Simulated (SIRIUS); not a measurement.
**HgTe (Coloradoite) in SIRIUS: convergence with radial points in a sphere**

The system is HgTe (Coloradoite).

```
Hg Te
1.0
     0.00000    3.21450    3.21450
     3.21450    0.00000    3.21450
     3.21450    3.21450    0.00000
Hg Te
1 1
Direct
  0.99737 0.00315 0.99558
  0.74873 0.75226 0.74921
```

The cell isn't the ideal one: atoms moved at random.

| Item | Value |
| --- | --- |
| Program | SIRIUS 7.12.0 |
| Task | convergence study |
| Functional | PBE |
| Potentials or basis | all-electron FP-LAPW |
| Cutoff | 161 eV |
| Basis | apw+lo standard |
| k mesh | 7 × 7 × 7 |
| Occupations | fermi-dirac, width 0.05 eV |
| Spin | no spin polarisation |

These are the settings of the first run; the series varies radial points in a sphere, with any setting tied to it.

Hardware: 1 thread of Arm Neoverse V2, on a shared host.

```
radial points in a sphere  energy less the tightest run, at zero smearing (meV/atom)  largest force (eV/Å)  SCF cycles  CPU time (s)  peak memory (GiB)
                      200                                                    -168.06                 0.077          12           440                1.2
                      300                                                     -25.59                 0.079           9           350                1.2
                      450                                                      -4.54                 0.079           8           310                1.2
                      700                                                      -0.70                 0.079           8           320                1.2
                     1000                                                      -0.14                 0.079           8           330                1.3
                     1500                                                       0.00                 0.079           8           340                1.4
```

Against the tightest run, the energy stays within 1 meV/atom from 700 on; the largest force stays within 0.005 eV/Å from 200 on. The tightest run that finished is the yardstick and may itself not be fully converged.

The run has no spin-orbit coupling, so splittings on Hg, Te are missing.
